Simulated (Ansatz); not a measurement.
Convergence test, WS2

These are results of DFT PBEsol, scalar-relativistic, plane waves, PAW in Ansatz, not measurements.

```cif
data_structure
_symmetry_space_group_name_H-M 'P 1'
_symmetry_Int_Tables_number 1
_cell_length_a 3.1830
_cell_length_b 3.1830
_cell_length_c 28.5322
_cell_angle_alpha 90.000
_cell_angle_beta 90.000
_cell_angle_gamma 120.000
_cell_volume 250.34
loop_
_atom_site_label
_atom_site_type_symbol
_atom_site_fract_x
_atom_site_fract_y
_atom_site_fract_z
_atom_site_occupancy
W1 W 0.66667 0.33333 0.65929 1
W2 W 0.33333 0.66667 0.88553 1
W3 W 0.33333 0.66667 0.43436 1
S1 S 0.66667 0.33333 0.94019 1
S2 S 0.66667 0.33333 0.48903 1
S3 S 0.33333 0.66667 0.71395 1
S4 S 0.66667 0.33333 0.83085 1
S5 S 0.66667 0.33333 0.37971 1
S6 S 0.33333 0.66667 0.60463 1
```

```json
{
 "Γ-centred k-mesh": "12×12×1",
 "occupation rule": "Gaussian smearing, 0.02 eV",
 "spin treatment": "unpolarised",
 "valence charge of the PAW sets": "W 14, S 6"
}
```

The atoms are held and the plane-wave cutoff is swept. Energies are extrapolated to zero smearing and count from the reference run, 850 eV. The cell isn't necessarily relaxed at this level. Spin–orbit coupling is left out. Pressure is positive in compression and holds a correction for the finite cutoff (Pulay stress).

Times are rough; the reference took 36 s on 2 threads of Intel(R) Xeon(R) Processor @ 2.70GHz, with other jobs on the host, peak memory 1.1 GiB.

```tsv
cutoff (eV)	ΔE (meV/atom)	P (GPa)	largest change of a force component (eV/Å)	gap on mesh (eV)	plane waves at Γ	wall time (s)
150	7287	-1.15	0.132	1.209	1059	3.4
200	1494	-2.76	0.168	1.312	1649	5.5
250	238	-1.62	0.079	1.302	2179	5.9
300	25.7	-1.78	0.019	1.319	3003	8.4
350	2.93	-1.88	0.003	1.321	3699	7.4
380	1.31	-1.88	0.002	1.321	4159	8.2
420	0.69	-1.89	0.001	1.321	4931	16
460	0.39	-1.89	0.001	1.321	5691	13
520	0.19	-1.89	0.000	1.321	6665	15
600	0.07	-1.89	0.000	1.321	8357	22
700	0.02	-1.89	0.000	1.321	10431	24
850	0.00	-1.89	0.000	1.321	14073	36
```

This form isn't the usual stable structure of the compound.